**Cobalt, 3d and 4s projections**

The six rows are six views of one ferromagnetic calculation with PBEsol and a Hubbard term on the 3d shell. The rows named 4s and 3d without a spin are sums over both spins. "Projection electrons" counts the filled states of that character, and "projection band centre" is their mean energy, measured from the Fermi energy.

Ansatz 0.2.0, all-electron LAPW with PBEsol+U (U = 2 eV on Co 3d) and collinear spins, for ferromagnetic cobalt in a slightly distorted one-atom cell; 13 × 13 × 13 k mesh, Fermi–Dirac smearing of 0.05 eV, wave cutoff 361 eV. Electrons and band centres cover the projected filled states up to the Fermi energy, which is the zero of energy.

```tsv
projection name	projection electrons (e)	projection band centre (eV)
Co1 4s	0.970	-4.990
Co1-4s-up	0.480	-4.970
Co1-4s-down	0.490	-5.000
Co1 3d	7.740	-3.200
Co1-3d-up	4.860	-3.760
Co1-3d-down	2.890	-2.260
```

**1. Where do the valence electrons sit?**

Of cobalt's nine valence electrons, roughly eight are in 3d states and one is in 4s. The free atom is usually written 3d⁷4s², so by this count 4s has lost about one electron in the metal, and most of it reappears in 3d. In the solid the two sets form overlapping bands that fill up to a common Fermi energy, and whole-number occupations lose their meaning. A few tenths of an electron fall outside both projections, because 3d and 4s orbitals alone do not describe the whole valence density, which also has some 4p character and spreads between the atoms.

**2. Which electrons make the metal magnetic?**

The 3d electrons do, and the moment is about two Bohr magnetons per atom. There are 4.86 spin-up and 2.89 spin-down 3d electrons, and the difference of 1.97 accounts for the site moment of the same run, 1.96 Bohr magnetons. The 4s electrons are shared almost equally between the spins. Compact 3d orbitals gain much exchange energy by aligning their spins and pay little kinetic energy for it, because their band is narrow. For the spread-out 4s electrons the balance is the other way round.

**3. The filled 4s states lie deeper than the filled 3d states. Is 4s therefore a full inner level?**

No: 4s is only about half full. Its centre lies at −4.99 eV and that of 3d at −3.20 eV, but each is an average over filled states alone. The 4s orbitals of neighbouring atoms overlap strongly and spread into a very broad band. Its bonding lower part reaches far below the Fermi energy and is occupied, while its upper part lies far above and stays empty. A deep centre of filled states can thus belong to a half-empty band, so the centre should always be read together with the electron count.

**4. Why do the filled 3d-down states lie higher than the 3d-up states?**

Exchange pushes the up states down in energy and the down states up, while one Fermi energy cuts both. The up band is almost entirely below the cut. The down band straddles it, so only its lower part is filled, and that part reaches less deep. The result is a down centre at −2.26 eV against −3.76 eV for up.

**5. Is the difference of 1.50 eV the exchange splitting?**

It is too small, because the average for the down spin leaves out the upper part of its band. Each spin has five 3d orbitals. Let $n$ be the number of filled ones, $c$ their centre and $e$ the centre of the empty ones, which lies above zero. The centre of the whole band is then

$$C=\frac{n\,c+(5-n)\,e}{5}.$$

Placing all empty states at the Fermi energy ($e=0$) gives a cautious estimate of the splitting:

$$C_\downarrow-C_\uparrow\approx\frac{2.89\times(-2.26)-4.86\times(-3.76)}{5}\approx 2.3\ \text{eV}.$$

The true empty states lie higher. Since about two down places are empty but only 0.14 up places, this correction raises the down centre far more than the up centre. The splitting of the whole bands is therefore larger than 2.3 eV, unless the few empty up states lie extremely high.

**6. Can the up centre be predicted from the down row?**

Only with an assumed band shape, which both spins share, merely shifted and then cut at the Fermi energy. In a flat band, with equally many states at every energy, the filled depth is proportional to the electron count and the centre lies halfway down. The down row then predicts an up centre of $-2.26\times4.86/2.89\approx-3.80$ eV, close to the table's −3.76 eV; the up centre itself did not enter the prediction. A band whose density of states rises as a square root from its bottom, as for free electrons, gives −3.20 eV and fails clearly.

The agreement is compatible with one band shape filled to two different levels, but does not prove it, since the result depends on the shape assumed. Nor is the real band flat: a flat one would have to be nearly 8 eV wide, more than is expected for the main 3d band of cobalt. Real 3d bands have peaks, and mixing with 4s gives them long tails. The output after this text lists both predictions.

**7. What would change without the Hubbard term, or with nickel in place of cobalt?**

The Hubbard term lowers filled orbitals relative to empty ones, and so helps the spin that is already in the majority. By its formula, a $U$ of 2 eV contributes $2\times1.97/5\approx0.8$ eV to the mean 3d spin splitting. Without it the bands would move closer together, and the moment would probably shrink somewhat. By how much is open, since the electrons would rearrange in response.

Nickel brings one more electron. The up band of cobalt has almost no room left, so the newcomer goes mainly into down states and cancels part of the moment. This is the familiar rule that, beyond cobalt, the moment falls by about one Bohr magneton for each added electron.

**8. Which digits can be trusted?**

As a description of this one run, the electron counts are consistent to about 0.01: the mismatch of that size between the 3d sum and its two spin rows is rounding. It does not test the projection itself, and another definition of the atomic orbitals could shift the counts by more. The energies were sampled in steps of 0.1 eV, so the second decimal of a centre deserves little weight. The difference of 0.03 eV between the two 4s spins should not be interpreted.

As a description of cobalt metal, the numbers are less certain than their digits suggest. The cell is a slightly distorted body-centred cubic one, whereas cobalt at room temperature is hexagonal close-packed. The Hubbard term is designed for localised electrons, and in a metal whose 3d electrons are mobile it tends to make the moment too large. The run also did not keep the orbital occupations prescribed at its start, and a calculation with a Hubbard term can settle in a state that is not the lowest. The nearly full up band and the moment of about two are safe as readings of this state; that it is the ground state would have to be checked from several different starts.

The analysis program printed:

```
3d electrons, up less down (e): 1.97
4s electrons, up less down (e): -0.01
site moment (Bohr magnetons): 1.955
cell moment (Bohr magnetons): 1.894
opposite spin density summed over its regions (Bohr magnetons): 0.07445
empty 3d-up places out of five (e): 0.14
empty 3d-down places out of five (e): 2.11
filled share of the two 4s places (%): 48.5
valence electrons outside the 3d and 4s projections (e): 0.29
3d spin rows added, less the 3d sum row (e): 0.01
filled 4s centre below filled 3d centre by (eV): 1.79
filled 3d centres, down less up (eV): 1.5
electron-weighted mean of the two 3d spin centres (eV): -3.201
whole-band 3d splitting with all empty weight put at the Fermi energy (eV): 2.348
part of the mean 3d spin splitting from the U term by its formula (eV): 0.788
flat band, 3d-up centre predicted from the 3d-down row (eV): -3.801
flat band, prediction less table (eV): -0.04055
square-root band, 3d-up centre predicted from the 3d-down row (eV): -3.196
square-root band, prediction less table (eV): 0.564
whole width that the flat band would need, from the 3d-down row (eV): 7.82
```
